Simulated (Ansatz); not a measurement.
# Residual resistivity of an alloy: Au(111) with 4 layers of random Au-Pt, 2x2

Aim: the residual resistivity of a random alloy, from Au(111) with 4 layers of random Au-Pt, 2x2 and longer regions.

Method: Ansatz plane-wave DFT, PBE, PAW files; ballistic transport by layer matching (Landauer), zero bias; PAW set soft_1, in Ansatz 0.2.0.

**1. The structure**

The cell holds 40 atoms: 38 Au and 2 Pt. Cell: a = 5.768 Å, b = 5.768 Å, c = 23.605 Å, α = 93.5°, β = 86.5°, γ = 120.0°. It derives from Au. Regions: lead, 24 atoms (24 Au); scattering region, 16 atoms (14 Au and 2 Pt). The structure is stacked along c, and the current runs across the ab planes.

**2. With 4 alloy layers**

In 4 layers a share of 0.125 of the sites is given to Pt at random. The layers about the cell's end stay perfect and serve as the lead. Energies from -0.05 to 0.05 eV in steps of 0.05 eV are too few for the program's thermal sum, so it prints no conductance; for a metal the transmission near the Fermi level serves, at a fraction of the cost.

input.yaml

```yaml
crystal:
  lattice:
    - [5.7675164607, 0.0, 0.0]
    - [-2.8837582304, 4.9948157718, 0.0]
    - [1.4418791152, -0.8324692953, 23.5457873532]
  atoms:
    - { symbol: Au, position: [0.9916666667, 0.0083333333, 0.05] }
    - { symbol: Au, position: [0.9916666667, 0.5083333333, 0.05] }
    - { symbol: Au, position: [0.4916666667, 0.0083333333, 0.05] }
    - { symbol: Au, position: [0.4916666667, 0.5083333333, 0.05] }
    - { symbol: Au, position: [0.1416666667, 0.3583333333, 0.15] }
    - { symbol: Au, position: [0.1416666667, 0.8583333333, 0.15] }
    - { symbol: Au, position: [0.6416666667, 0.3583333333, 0.15] }
    - { symbol: Au, position: [0.6416666667, 0.8583333333, 0.15] }
    - { symbol: Au, position: [0.2916666667, 0.2083333333, 0.25] }
    - { symbol: Au, position: [0.2916666667, 0.7083333333, 0.25] }
    - { symbol: Au, position: [0.7916666667, 0.2083333333, 0.25] }
    - { symbol: Au, position: [0.7916666667, 0.7083333333, 0.25] }
    - { symbol: Au, position: [0.9416666667, 0.0583333333, 0.35] }
    - { symbol: Au, position: [0.9416666667, 0.5583333333, 0.35] }
    - { symbol: Au, position: [0.4416666667, 0.0583333333, 0.35] }
    - { symbol: Au, position: [0.4416666667, 0.5583333333, 0.35] }
    - { symbol: Au, position: [0.0916666667, 0.4083333333, 0.45] }
    - { symbol: Au, position: [0.0916666667, 0.9083333333, 0.45] }
    - { symbol: Au, position: [0.5916666667, 0.4083333333, 0.45] }
    - { symbol: Au, position: [0.5916666667, 0.9083333333, 0.45] }
    - { symbol: Au, position: [0.2416666667, 0.2583333333, 0.55] }
    - { symbol: Au, position: [0.2416666667, 0.7583333333, 0.55] }
    - { symbol: Au, position: [0.7416666667, 0.2583333333, 0.55] }
    - { symbol: Au, position: [0.7416666667, 0.7583333333, 0.55] }
    - { symbol: Pt, position: [0.8916666667, 0.1083333333, 0.65] }
    - { symbol: Au, position: [0.8916666667, 0.6083333333, 0.65] }
    - { symbol: Au, position: [0.3916666667, 0.1083333333, 0.65] }
    - { symbol: Pt, position: [0.3916666667, 0.6083333333, 0.65] }
    - { symbol: Au, position: [0.0416666667, 0.4583333333, 0.75] }
    - { symbol: Au, position: [0.0416666667, 0.9583333333, 0.75] }
    - { symbol: Au, position: [0.5416666667, 0.4583333333, 0.75] }
    - { symbol: Au, position: [0.5416666667, 0.9583333333, 0.75] }
    - { symbol: Au, position: [0.1916666667, 0.3083333333, 0.85] }
    - { symbol: Au, position: [0.1916666667, 0.8083333333, 0.85] }
    - { symbol: Au, position: [0.6916666667, 0.3083333333, 0.85] }
    - { symbol: Au, position: [0.6916666667, 0.8083333333, 0.85] }
    - { symbol: Au, position: [0.8416666667, 0.1583333333, 0.95] }
    - { symbol: Au, position: [0.8416666667, 0.6583333333, 0.95] }
    - { symbol: Au, position: [0.3416666667, 0.1583333333, 0.95] }
    - { symbol: Au, position: [0.3416666667, 0.6583333333, 0.95] }
kpoints:
  mp_grid: { grid: [5, 5, 1] }
hamiltonian:
  xc: pbe
  pseudopotentials: { kind: paw, azcp: { folder: soft_1 } }
scf:
  occupations: { method: fermi_dirac, width: 0.1 }
output:
  transmission:
    leads: [[0, 4]]
    kmesh: [10, 10]
    e_range: [-0.05, 0.05]
    de: 0.05
  write_potential: true
  write_density: true
  volumetric_format: npy
```

Command:

```
$ ansatz run input.yaml --threads 4 --pin off --max-ram 15360MiB --backend cpu --events-out ev --progress --plain --runs-dir out
```

Numbers of over 12 decimals in the logs are rounded to 6 here.

Log:

```text
Engine: ansatz 0.2.0, aarch64-unknown-linux-gnu
Pseudopotentials: kind: paw
Pseudopotential: Au, paw, valence charge 19, recommended cutoff 420 eV (normal), soft_1/Au.paw.azcp
Pseudopotential: Pt, paw, valence charge 18, recommended cutoff 420 eV (normal), soft_1/Pt.paw.azcp
Functional definition: PBE
  parameter kappa = 0.804
  parameter beta = 0.066725
  exchange = pbe_x(kappa = kappa, mu = beta*pi^2/3)
  correlation = pbe_c(beta = beta)
Crystal: 40 atoms, lattice volume = 678.300 Å³
Basis set: ecut = 420 eV, 13321 PW (Γ)
Bands: 455, of which v1, the nominal top of the filled ones, is band 379 counted from 1 (378 counted from 0)
Symmetry: 8 space group operations
Space group: P2/m (ITA 10), of the structure as read, at distance tolerance 8.8e-5 Å
k-points: 9 of 25
Non-local potential: Au, projectors of the file, l = 0: 3, l = 1: 2, l = 2: 2, l = 3: 1
Non-local potential: Pt, projectors of the file, l = 0: 3, l = 1: 2, l = 2: 2, l = 3: 1
PAW form: soft (Blöchl's): semilocal exchange-correlation on the pseudo side does not see the compensation charge
PAW one-centre angular grid: Au, 590 points (default); XC on 64 Gauss nodes
PAW one-centre angular grid: Pt, 590 points (default); XC on 64 Gauss nodes
Initial density: superposition of atomic densities (chi_scale 0.1, normalization cell, long waves of neutral atoms (reshape's long-wave potential 2.34 eV rms, cloud 2.72 Å wide))
Initial wavefunctions: pseudopotential atomic-orbital guess
Functional: x = pbe(κ = 0.804, μ = 0.219515), c = pbe(β = 0.066725)
SCF iter   1: F=—  HF=-524809.776487 eV  |F-HF|=—  |Δ(HF+E_count)|=         —  Δρ=7.81e-2  dr2=1.00e2  ethr=3.10e-3  ⟨swp⟩=4.0  Hψ=12196  notcnv=0  defer=69
preconditioner: auto → Kerker (q_TF=auto, 2.779 Å⁻¹)  [metal: Δε(μ)=0.059 eV  Ē_g=10.038 eV  σ=0.100 eV  W_gap=0.15  n_scr=260 (ndim 8)  ℏωp=29.8 eV  f_vac=0.000  D(μ)=17.22/eV (n_scr^D=94)]
SCF iter   2: F=—  HF=-524797.099427 eV  |F-HF|=—  |Δ(HF+E_count)|=    1.27e1  Δρ=3.28e-2  dr2=1.91e1  ethr=3.10e-3  ⟨swp⟩=2.0  Hψ=6332  notcnv=0  defer=480
SCF iter   3: F=—  HF=-524794.498805 eV  |F-HF|=—  |Δ(HF+E_count)|=    2.60e0  Δρ=1.22e-2  dr2=1.75e0  ethr=2.52e-3  ⟨swp⟩=2.4  Hψ=5387  notcnv=0  defer=480
SCF iter   4: F=—  HF=-524794.363908 eV  |F-HF|=—  |Δ(HF+E_count)|=   1.35e-1  Δρ=3.18e-3  dr2=6.58e-1  ethr=2.31e-4  ⟨swp⟩=2.0  Hψ=6939  notcnv=0  defer=484
SCF iter   5: F=—  HF=-524794.346569 eV  |F-HF|=—  |Δ(HF+E_count)|=   1.73e-2  Δρ=1.09e-3  dr2=1.62e-1  ethr=8.68e-5  ⟨swp⟩=1.3  Hψ=3615  notcnv=0  defer=484
SCF iter   6: F=—  HF=-524794.340751 eV  |F-HF|=—  |Δ(HF+E_count)|=   5.82e-3  Δρ=4.55e-4  dr2=1.44e-2  ethr=2.13e-5  ⟨swp⟩=1.3  Hψ=3618  notcnv=0  defer=484
SCF iter   7: F=—  HF=-524794.340156 eV  |F-HF|=—  |Δ(HF+E_count)|=   5.95e-4  Δρ=1.53e-4  dr2=2.41e-3  ethr=1.90e-6  ⟨swp⟩=1.1  Hψ=3972  notcnv=0  defer=484
SCF iter   8: F=—  HF=-524794.340113 eV  |F-HF|=—  |Δ(HF+E_count)|=   4.35e-5  Δρ=7.10e-5  dr2=2.18e-4  ethr=3.18e-7  ⟨swp⟩=1.9  Hψ=3778  notcnv=0  defer=484
SCF iter   9: F=—  HF=-524794.339969 eV  |F-HF|=—  |Δ(HF+E_count)|=   1.43e-4  Δρ=2.13e-5  dr2=2.25e-5  ethr=2.88e-8  ⟨swp⟩=2.0  Hψ=5583  notcnv=0  defer=484
SCF iter  10: F=—  HF=-524794.339408 eV  |F-HF|=—  |Δ(HF+E_count)|=   5.61e-4  Δρ=6.55e-6  dr2=2.25e-6  ethr=2.97e-9  ⟨swp⟩=1.3  Hψ=3834  notcnv=0  defer=485
SCF iter  11: F=—  HF=-524794.339408 eV  |F-HF|=—  |Δ(HF+E_count)|=   6.78e-8  Δρ=2.59e-6  dr2=5.16e-7  ethr=2.97e-10  ⟨swp⟩=1.1  Hψ=3611  notcnv=0  defer=485
SCF iter  12: F=-524794.339408 eV  HF=-524794.339408 eV  |F-HF|=4.41e-8  |Δ(HF+E_count)|=   1.98e-8  Δρ=1.04e-6  dr2=4.83e-8  ethr=1.32e-11  ⟨swp⟩=9.4  Hψ=17026  notcnv=0
SCF 1 converged in 12 iterations: F = -524794.339408 eV  dr2 = 4.83e-8
  greatest PAW one-centre occupation: 1.000 electrons in one spin orbital (limit 2), on the Au atom at site 26 (counted from 0), in its partial waves of l = 0
transmission: 102 of 961 steps passed
transmission: 195 of 961 steps passed
[...]
transmission: 961 of 961 steps passed
SCF converged after 12 iterations
Free energy (F): -524794.339408 eV
Harris-Foulkes:  -524794.339408 eV  (|F-HF|=4.41e-8)
Internal energy: -524793.881487 eV  (E = F + TS)
E sigma→0 (E₀):  -524794.110447 eV
Entropy (-TS):   -0.457921 eV (-11.448 meV/atom)
Fermi energy:    20.668111 eV
--- Per-component energies (eV) ---
  E_band       = -8184.683083
  E_kinetic    = 23171.116419
  E_local      = -67529.249111  (includes V_loc(G=0)·N_el)
  E_nonlocal   = 4132.799389
  E_hartree    = 29107.943783
  E_xc         = -8654.350781
  E_vxc        = -10490.445804  (∫ρ·V_xc dr)
  E_paw        = -388767.661983  (= ΣΔE_a)
  E_vpaw       = -15684.856407  (= ΣTr[D̂ρ^β])
  E_aug_tail   = 0.067028  (compensation charges beyond the density's cutoff)
  E_ewald      = -116254.546230
  E_smearing   = -0.457921  (= −TS)
  E_closure    = 0.000000  (closes the sum)
  Σ components = -524794.339408   (vs F -524794.339408, Δ=0.00e0)
--- Band table (eV; the first three rows and the last of 9) ---
  k-point 0: bands = [... 375 lower, 20.7800, 20.8109, 21.2360, 21.2610, 21.2781, 21.3175, 21.5517, 21.5969, ... 72 higher]
  k-point 1: bands = [... 375 lower, 20.2921, 20.3255, 20.4941, 20.5312, 20.6849, 20.7998, 20.9574, 21.0781, ... 72 higher]
  k-point 2: bands = [... 375 lower, 20.4791, 20.4950, 20.6428, 20.6564, 20.7010, 20.7224, 21.0023, 21.0551, ... 72 higher]
  k-point 8: bands = [... 375 lower, 20.3961, 20.4561, 20.4645, 20.5526, 20.8229, 20.8299, 21.0276, 21.0723, ... 72 higher]
--- Transmission ---
  basis      : 253 plane waves across, 31 finite elements along
  points     : 31, standing for a mesh of 10 x 10
  energies   : 3 from -0.050000 to 0.050000 eV about the Fermi level, 0.050000 eV apart; the leads are filled to 0.000000 eV, and channels, transmission and decay are at 0.000000 eV
  crystal 0  : Au4, at the sites [0, 4], period 2.3546 Å, over 21.19 Å; its Hamiltonian steps by up to 8.9 meV
    offset         : up to 0.0000 Å between an atom of the period and one for which it stands
    channels       : 3.210000e0 a spin
    conductance    : none, the energies end too early or step too widely for 300 K: set another output.transmission.e_range or a lower de, or, where they end at an eighth of basis.ecutwfc, a higher one
  junction   : crystal 0 to crystal 0, 4.01 to 25.20 Å
    transmission   : 2.820078e0 a spin
    conductance    : none, the energies end too early or step too widely for 300 K: set another output.transmission.e_range or a lower de, or, where they end at an eighth of basis.ecutwfc, a higher one
```

Run time: 6.9 min. Hardware: 4 threads of Arm Neoverse V1, shared host; peak memory 5.6 GiB; 24 min of CPU time.

Reading the cycles: dr2 is the Hartree energy of the density residual (eV), the measure of convergence; HF is the Harris–Foulkes estimate of the energy, which meets the free energy F at convergence.

Numbers from this step:

```
free energy                                    : -524794.3394 eV
energy at zero smearing                        : -524794.1104 eV
Fermi energy                                   : 20.67 eV
cell area                                      : 28.81 Å²
transmission per spin nearest the Fermi level  : 2.820
open channels per spin nearest the Fermi level : 3.21
step of the lead's potential                   : 8.9 meV
```

Per spin. Transmission, zone mean against energy, zero at the Fermi level:

```
energy (eV)  transmission, zone mean
    -0.0500                     2.77
     0.0000                     2.82
     0.0500                     2.84
```

Per spin. The open channels, zone mean, lead stays at 3.21 for energy from -0.05 to 0.05 eV.

Transmission over k1 and k2. At 0.0000 eV from the Fermi level.

Values, 10 rows by 10 columns:
```
2.59 3.35 2.66 2.88 2.56 2.47 2.62 2.90 2.85 2.80
2.83 2.66 3.47 2.74 2.68 2.97 2.74 2.91 2.87 2.85
2.89 2.88 2.74 3.55 2.52 3.46 2.85 2.92 2.91 2.90
2.54 2.56 2.68 2.52 2.87 2.94 2.57 2.85 2.74 2.62
2.32 2.47 2.97 3.46 2.94 2.95 2.94 3.46 2.97 2.47
2.54 2.62 2.74 2.85 2.57 2.94 2.87 2.52 2.68 2.56
2.89 2.90 2.91 2.92 2.85 3.46 2.52 3.55 2.74 2.88
2.83 2.85 2.87 2.91 2.74 2.97 2.68 2.74 3.47 2.66
2.59 2.80 2.85 2.90 2.62 2.47 2.56 2.88 2.66 3.35
3.30 2.59 2.83 2.89 2.54 2.32 2.54 2.89 2.83 2.59
```
Columns: k1 (b1) from -0.5 to 0.4; rows upwards: k2 (b2) from -0.5 to 0.4.

Open channels over k1 and k2. At 0.0000 eV from the Fermi level.

Values, 10 rows by 10 columns:
```
3.00 4.00 3.00 3.00 3.00 4.00 3.00 3.00 3.00 3.00
3.00 3.00 4.00 3.00 3.00 4.00 3.00 3.00 3.00 3.00
3.00 3.00 3.00 4.00 3.00 4.00 3.00 3.00 3.00 3.00
3.00 3.00 3.00 3.00 3.00 3.00 3.00 3.00 3.00 3.00
4.00 4.00 4.00 4.00 3.00 3.00 3.00 4.00 4.00 4.00
3.00 3.00 3.00 3.00 3.00 3.00 3.00 3.00 3.00 3.00
3.00 3.00 3.00 3.00 3.00 4.00 3.00 4.00 3.00 3.00
3.00 3.00 3.00 3.00 3.00 4.00 3.00 3.00 4.00 3.00
3.00 3.00 3.00 3.00 3.00 4.00 3.00 3.00 3.00 4.00
4.00 3.00 3.00 3.00 3.00 4.00 3.00 3.00 3.00 3.00
```
Columns: k1 (b1) from -0.5 to 0.4; rows upwards: k2 (b2) from -0.5 to 0.4.

Over the solved energies the transmission per spin lies between 2.77 and 2.84, out of 3.21 channels of the lead on average (up to 3.21).

**3. With 8 alloy layers**

In 8 layers a share of 0.125 of the sites is given to Pt at random. A fresh draw is used; the growth of the resistance with length is what counts.

System of this step: Au(111) with 8 layers of random Au-Pt, 2x2. The cell holds 56 atoms: 52 Au and 4 Pt. Cell: a = 5.768 Å, b = 5.768 Å, c = 33.006 Å, α = 87.5°, β = 92.5°, γ = 120.0°. It derives from Au. Regions: lead, 24 atoms (24 Au); scattering region, 32 atoms (28 Au and 4 Pt). The structure is stacked along c, and the current runs across the ab planes.

input.yaml

```yaml
crystal:
  lattice:
    - [5.7675164607, 0.0, 0.0]
    - [-2.8837582304, 4.9948157718, 0.0]
    - [-1.4418791152, 0.8324692953, 32.9641022945]
  atoms:
    - { symbol: Au, position: [0.005952381, 0.994047619, 0.0357142857] }
    - { symbol: Au, position: [0.005952381, 0.494047619, 0.0357142857] }
    - { symbol: Au, position: [0.505952381, 0.994047619, 0.0357142857] }
    - { symbol: Au, position: [0.505952381, 0.494047619, 0.0357142857] }
    - { symbol: Au, position: [0.1845238095, 0.3154761905, 0.1071428571] }
    - { symbol: Au, position: [0.1845238095, 0.8154761905, 0.1071428571] }
    - { symbol: Au, position: [0.6845238095, 0.3154761905, 0.1071428571] }
    - { symbol: Au, position: [0.6845238095, 0.8154761905, 0.1071428571] }
    - { symbol: Au, position: [0.3630952381, 0.1369047619, 0.1785714286] }
    - { symbol: Au, position: [0.3630952381, 0.6369047619, 0.1785714286] }
    - { symbol: Au, position: [0.8630952381, 0.1369047619, 0.1785714286] }
    - { symbol: Au, position: [0.8630952381, 0.6369047619, 0.1785714286] }
    - { symbol: Au, position: [0.0416666667, 0.9583333333, 0.25] }
    - { symbol: Au, position: [0.0416666667, 0.4583333333, 0.25] }
    - { symbol: Pt, position: [0.5416666667, 0.9583333333, 0.25] }
    - { symbol: Au, position: [0.5416666667, 0.4583333333, 0.25] }
    - { symbol: Au, position: [0.2202380952, 0.2797619048, 0.3214285714] }
    - { symbol: Au, position: [0.2202380952, 0.7797619048, 0.3214285714] }
    - { symbol: Au, position: [0.7202380952, 0.2797619048, 0.3214285714] }
    - { symbol: Au, position: [0.7202380952, 0.7797619048, 0.3214285714] }
    - { symbol: Au, position: [0.3988095238, 0.1011904762, 0.3928571429] }
    - { symbol: Au, position: [0.3988095238, 0.6011904762, 0.3928571429] }
    - { symbol: Au, position: [0.8988095238, 0.1011904762, 0.3928571429] }
    - { symbol: Au, position: [0.8988095238, 0.6011904762, 0.3928571429] }
    - { symbol: Au, position: [0.0773809524, 0.9226190476, 0.4642857143] }
    - { symbol: Au, position: [0.0773809524, 0.4226190476, 0.4642857143] }
    - { symbol: Au, position: [0.5773809524, 0.9226190476, 0.4642857143] }
    - { symbol: Au, position: [0.5773809524, 0.4226190476, 0.4642857143] }
    - { symbol: Pt, position: [0.255952381, 0.244047619, 0.5357142857] }
    - { symbol: Au, position: [0.255952381, 0.744047619, 0.5357142857] }
    - { symbol: Au, position: [0.755952381, 0.244047619, 0.5357142857] }
    - { symbol: Au, position: [0.755952381, 0.744047619, 0.5357142857] }
    - { symbol: Au, position: [0.4345238095, 0.0654761905, 0.6071428571] }
    - { symbol: Au, position: [0.4345238095, 0.5654761905, 0.6071428571] }
    - { symbol: Au, position: [0.9345238095, 0.0654761905, 0.6071428571] }
    - { symbol: Au, position: [0.9345238095, 0.5654761905, 0.6071428571] }
    - { symbol: Au, position: [0.1130952381, 0.8869047619, 0.6785714286] }
    - { symbol: Au, position: [0.1130952381, 0.3869047619, 0.6785714286] }
    - { symbol: Pt, position: [0.6130952381, 0.8869047619, 0.6785714286] }
    - { symbol: Au, position: [0.6130952381, 0.3869047619, 0.6785714286] }
    - { symbol: Au, position: [0.2916666667, 0.2083333333, 0.75] }
    - { symbol: Au, position: [0.2916666667, 0.7083333333, 0.75] }
    - { symbol: Au, position: [0.7916666667, 0.2083333333, 0.75] }
    - { symbol: Pt, position: [0.7916666667, 0.7083333333, 0.75] }
    - { symbol: Au, position: [0.4702380952, 0.0297619048, 0.8214285714] }
    - { symbol: Au, position: [0.4702380952, 0.5297619048, 0.8214285714] }
    - { symbol: Au, position: [0.9702380952, 0.0297619048, 0.8214285714] }
    - { symbol: Au, position: [0.9702380952, 0.5297619048, 0.8214285714] }
    - { symbol: Au, position: [0.1488095238, 0.8511904762, 0.8928571429] }
    - { symbol: Au, position: [0.1488095238, 0.3511904762, 0.8928571429] }
    - { symbol: Au, position: [0.6488095238, 0.8511904762, 0.8928571429] }
    - { symbol: Au, position: [0.6488095238, 0.3511904762, 0.8928571429] }
    - { symbol: Au, position: [0.3273809524, 0.1726190476, 0.9642857143] }
    - { symbol: Au, position: [0.3273809524, 0.6726190476, 0.9642857143] }
    - { symbol: Au, position: [0.8273809524, 0.1726190476, 0.9642857143] }
    - { symbol: Au, position: [0.8273809524, 0.6726190476, 0.9642857143] }
kpoints:
  mp_grid: { grid: [5, 5, 1] }
hamiltonian:
  xc: pbe
  pseudopotentials: { kind: paw, azcp: { folder: soft_1 } }
scf:
  occupations: { method: fermi_dirac, width: 0.1 }
output:
  transmission:
    leads: [[0, 4]]
    kmesh: [10, 10]
    e_range: [-0.05, 0.05]
    de: 0.05
  write_potential: true
  write_density: true
  volumetric_format: npy
```

Log:

```text
[...]
Crystal: 56 atoms, lattice volume = 949.619 Å³
Basis set: ecut = 420 eV, 18659 PW (Γ)
Bands: 636, of which v1, the nominal top of the filled ones, is band 530 counted from 1 (529 counted from 0)
Symmetry: 2 space group operations
[...]
k-points: 9 of 25 (time reversal used)
[...]
SCF iter   1: F=—  HF=-733984.102669 eV  |F-HF|=—  |Δ(HF+E_count)|=         —  Δρ=8.16e-2  dr2=1.37e2  ethr=3.10e-3  ⟨swp⟩=4.0  Hψ=17023  notcnv=0  defer=108
[...]
SCF iter  13: F=-733960.482003 eV  HF=-733960.482003 eV  |F-HF|=3.25e-8  |Δ(HF+E_count)|=   6.17e-9  Δρ=4.56e-7  dr2=3.35e-8  ethr=9.43e-12  ⟨swp⟩=10.0  Hψ=23207  notcnv=0
SCF 1 converged in 13 iterations: F = -733960.482003 eV  dr2 = 3.35e-8
[...]
transmission: 152 of 1519 steps passed
transmission: 304 of 1519 steps passed
[...]
transmission: 1519 of 1519 steps passed
SCF converged after 13 iterations
Free energy (F): -733960.482003 eV
[...]
Internal energy: -733959.889493 eV  (E = F + TS)
E sigma→0 (E₀):  -733960.185748 eV
Entropy (-TS):   -0.592510 eV (-10.581 meV/atom)
Fermi energy:    20.633710 eV
[...]
--- Band table (eV; the first three rows and the last of 9) ---
  k-point 0: bands = [... 526 lower, 20.8997, 20.9124, 20.9362, 21.2253, 21.2746, 21.4723, 21.4869, 21.5036, ... 102 higher]
  k-point 1: bands = [... 526 lower, 20.3239, 20.4147, 20.4899, 20.5791, 20.6876, 20.7693, 20.8387, 20.9094, ... 102 higher]
  k-point 2: bands = [... 526 lower, 20.4386, 20.5123, 20.5751, 20.6284, 20.6717, 20.8281, 20.9471, 21.0039, ... 102 higher]
  k-point 8: bands = [... 526 lower, 20.4336, 20.4987, 20.5691, 20.5999, 20.6433, 20.6990, 20.7599, 21.0132, ... 102 higher]
--- Transmission ---
  basis      : 253 plane waves across, 49 finite elements along
  points     : 31, standing for a mesh of 10 x 10
[...]
channels       : 3.210000e0 a spin
[...]
junction   : crystal 0 to crystal 0, 0.70 to 31.31 Å
    transmission   : 2.518680e0 a spin
[...]
```

Elapsed: 16 min, on 4 threads; peak memory 8.9 GiB.

This step gave:

| Item | Value |
| --- | --- |
| free energy | -733960.4820 eV |
| energy at zero smearing | -733960.1857 eV |
| Fermi energy | 20.63 eV |
| transmission per spin nearest the Fermi level | 2.519 |
| step of the lead's potential | 13.8 meV |

Per spin. The transmission, zone mean by energy, zero at the Fermi level:

```
energy (eV)  transmission, zone mean
    -0.0500                     2.51
     0.0000                     2.52
     0.0500                     2.53
```

Over the solved energies the transmission per spin lies between 2.51 and 2.53, out of 3.21 channels of the lead on average (up to 3.21).

[end of part 1 of 2]

[Logs are printed without paths, hosts, clocks, repeated set-up lines and the standing remarks that a program may print on its own settings, such as how far it seeks lower states.]

[Hosts, paths, dates, database ids (printed as entryN), source tags and the programs' standing remarks are cut or masked in the printed files.]
